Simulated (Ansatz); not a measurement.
PbF2, relaxed from a CdCl2-type start to space group Fm-3m (read at 0.02 Å)

Method: PBE, scalar-relativistic; no spin polarisation; PAW, 420 eV, Γ-centred 10×10×10 mesh, 0.05 eV Gaussian smearing; code Ansatz. The datasets are Ansatz's generated set soft_2.

```xyz
3
Lattice="2.1211 1.2246 3.4660 -2.1211 1.2246 3.4660 0.0000 -2.4492 3.4660" Properties=species:S:1:pos:R:3 pbc="T T T"
Pb    0.0000    0.0000    0.0000
F     0.0000    0.0000    2.5990
F     0.0000    0.0000    7.7991
```

The start was a prototype's sites filled with these elements; the Crystallography Open Database holds the compound in this structure.

The cell is relaxed to zero pressure at this level.

The cell has space group Fm-3m (read at 0.01 Å). In it the stress is 0.01, 0.01, -0.01, 0.00, 0.00, 0.00 GPa and the largest force component 0.000 eV/Å. Each change below starts from this cell, without further relaxation. Stress is in GPa, positive in compression, in the order xx, yy, zz, yz, xz, xy; energies are counted from the cell above.

**Question.** What happens when atom 1 (Pb) is moved by 0.05 Å along x?

**Answer.** The energy changes by 1.3 meV per cell, and the force on it along the shift is -0.054 eV/Å (−F/u = 1.07 eV/Å²). Stress: 0.10, 0.05, 0.02, 0.01, 0.00, 0.00.
| atom | Fx (eV/Å) | Fy | Fz |
| --- | --- | --- | --- |
| Pb1 | -0.054 | 0.000 | 0.000 |
| F2 | 0.027 | -0.003 | -0.002 |
| F3 | 0.027 | 0.003 | 0.002 |
In a harmonic crystal the energy would rise by −½F·u = ½ × 1.07 × 0.05² eV = 1.3 meV, which matches.

**Question.** What happens when atom 3 (F) is moved by 0.08 Å along z?

**Answer.** The energy changes by 7.6 meV per cell, and the force on it along the shift is -0.194 eV/Å (−F/u = 2.43 eV/Å²). Stress: -0.21, -0.21, 0.71, 0.00, 0.00, 0.00. The gap on the mesh goes from 4.43 eV to 4.32 eV.
```tsv
atom	Fx (eV/Å)	Fy	Fz
Pb1	0.000	0.000	0.053
F2	0.000	0.000	0.141
F3	0.000	0.000	-0.194
```
In a harmonic crystal the energy would rise by −½F·u = ½ × 2.43 × 0.08² eV = 7.8 meV, which matches.

**Question.** A single strain component, atoms carried along, gave the stress 0.02, 0.03, -0.01, -0.54, 0.00, 0.00. Which component, and about how large?

**Answer.** An engineering strain of 2 % in yz; the energy changes by 1.8 meV per cell.

**Question.** What stress follows from an engineering strain of 2 % in yy, atoms carried along?

**Answer.** -0.91, -1.85, -0.93, -0.05, 0.00, 0.00 GPa; the energy changes by 6.4 meV per cell. The gap on the mesh goes from 4.43 eV to 4.39 eV.
```
atom  Fx (eV/Å)      Fy      Fz
 Pb1      0.000   0.000   0.000
  F2      0.000  -0.024   0.020
  F3      0.000   0.024  -0.020
```
The change of the stress over the strain gives a clamped-atom stiffness of about 93 GPa for this component, a secant value that lies under the elastic constant in tension and over it in compression, by several per cent for each per cent of strain.
In a harmonic crystal the energy would rise by V(½Cε² − σ₀ε), with σ₀ the stress of the unstrained cell, = 6.2 meV, close to the run's value; the rest has the sign of the anharmonic part, which a secant stiffness overstates.

**Question.** All atoms and the cell are disturbed at random:
```
CELL_PARAMETERS angstrom
2.12045 1.21824 3.44318
-2.17203 1.23905 3.46740
-0.00777 -2.41014 3.43863
ATOMIC_POSITIONS crystal
Pb 0.99007 0.01740 0.97305
F 0.26259 0.27531 0.24452
F 0.74734 0.70729 0.78243
```
Give the energy change, the stress and the forces.

**Answer.** 82.3 meV per cell; stress 1.69, 1.23, 0.10, 0.59, -0.09, -0.42 GPa. The gap on the mesh goes from 4.43 eV to 4.03 eV.
| atom | Fx (eV/Å) | Fy | Fz |
| --- | --- | --- | --- |
| Pb1 | 0.163 | -0.129 | 0.043 |
| F2 | 0.159 | -0.283 | -0.329 |
| F3 | -0.323 | 0.411 | 0.285 |

**Question.** All atoms and the cell are disturbed at random:
```
CELL_PARAMETERS angstrom
2.15982 1.20265 3.52791
-2.06989 1.16551 3.48600
0.01280 -2.42826 3.52819
ATOMIC_POSITIONS crystal
Pb 0.99878 0.00956 0.00595
F 0.21940 0.25273 0.26824
F 0.78182 0.73771 0.72581
```
Give the energy change, the stress and the forces.

**Answer.** 74.4 meV per cell; stress 0.57, 3.11, 0.44, -0.32, -1.25, -1.31 GPa. The gap on the mesh goes from 4.43 eV to 4.13 eV.
```tsv
atom	Fx (eV/Å)	Fy	Fz
Pb1	0.066	0.018	-0.090
F2	0.310	0.331	-0.016
F3	-0.376	-0.349	0.106
```

Kohn–Sham gaps of semilocal functionals lie under measured ones, often by a third or more. These numbers lack spin–orbit coupling. The relaxed cell is 4 % larger in volume than the cell of this structure in the Crystallography Open Database (17.38 Å³/atom, 2011).
